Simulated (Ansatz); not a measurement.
## Clamped-ion strain scan in Pt

These are results of Ansatz 0.2.0, DFT PBE, scalar-relativistic, plane waves, PAW, not measurements. Cutoff 420 eV, Γ-centred 26×26×26 k-points, Gaussian smearing of 0.15 eV. Spin–orbit coupling is left out, which can shift energies with elements as heavy as these. No spin polarisation. Energies are free energies at this smearing, counted from the undisturbed cell; pressure is positive in compression.

Reference structure (relaxed at this level; with this scan's settings it stands at 0.1 GPa):

```yaml
crystal:
  lattice:
    - [0.00000, 1.98506, 1.98506]
    - [1.98506, 0.00000, 1.98506]
    - [1.98506, 1.98506, 0.00000]
  atoms:
    - { symbol: Pt, position: [0.00000, 0.00000, 0.00000] }
```

The cell is strained by ε times the Voigt pattern (1, 0, 0, 0, 0, 0) (xx, yy, zz, yz, xz, xy; engineering shear) with fractional coordinates fixed. The cell is metallic on the mesh throughout.

```csv
ε,ΔE (meV/atom)
-0.0200,6.4
-0.0150,3.6
-0.0100,1.6
0.0000,0.0
0.0050,0.3
0.0150,3.2
0.0200,5.6
```

Q: Predict the stress summed along the pattern (GPa, tension positive) at each point.

A:
```
      ε  stress summed along the pattern (GPa, tension positive)
-0.0200                                                    -6.64
-0.0150                                                    -4.92
-0.0100                                                    -3.26
 0.0000                                                    -0.08
 0.0050                                                     1.43
 0.0150                                                     4.32
 0.0200                                                     5.70
```